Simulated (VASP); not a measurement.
Write the native input for VASP 6.6.1 that does the following.

```yaml
Task: single point
Functional: rev-vdW-DF2
Potentials_or_basis: VASP PAW PBE potentials, release 64 (H)
Cutoff: 400 eV
k_mesh: 1 × 1 × 1
Occupations: gaussian, width 0.01 eV
Spin: collinear spin, ferromagnetic start
Starting_moments: "[1.1] μB"
Fixed_moment: 1 μB
Further_INCAR_settings: ALGO = Normal; EDIFF = 1e-07; ISYM = 0
```

The structure of H lies in POSCAR:

```
H                                       
1.0
   10.5000000000      0.0000000000      0.0000000000
    0.0000000000     11.0000000000      0.0000000000
    0.0000000000      0.0000000000     11.5000000000
  H             
     1
Selective dynamics
Direct
     0.5000000000000000    0.5045454544999970    0.5000000000000000   F   F   F
```

One way to write it, as run:

INCAR

```
SYSTEM = H
  AGGAC = 0.0
  ALGO = Normal
  EDIFF = 1E-7
  ENCUT = 400
  GGA = MK
  ISIF = 2
  ISMEAR = 0
  ISPIN = 2
  ISYM = 0
  LASPH = .True.
  LCHARG = .False.
  LORBIT = 11
  LREAL = .False.
  LUSE_VDW = .True.
  LWAVE = .False.
  MAGMOM = 1.1
  NELM = 60
  NUPDOWN = 1
  PARAM1 = 0.1234
  PARAM2 = 0.711357
  PREC = Accurate
  SIGMA = 0.01
  ZAB_VDW = -1.8867
```

KPOINTS

```
k-points
0
Gamma
  1 1 1
  0 0 0
```

Potentials or basis: VASP PAW PBE potentials, release 64 (H).

Run with:

```sh
$ cat potpaw_PBE.64/H/POTCAR > POTCAR
$ mpirun -np 4 vasp_gam > vasp.out
```

It gave:

```json
{
  "Net moment": "1.00 μB per cell",
  "Site moments": "H +0.38 μB",
  "Valence electrons inside the program's atomic spheres": "H 0.38"
}
```

Caveat: the total moment is fixed, so each spin has its own Fermi level.

Run time: 2.8 min on 4 MPI ranks on Intel(R) Xeon(R) 6975P-C (Granite Rapids), with other jobs on the host, peak memory 0.85 GiB a rank.
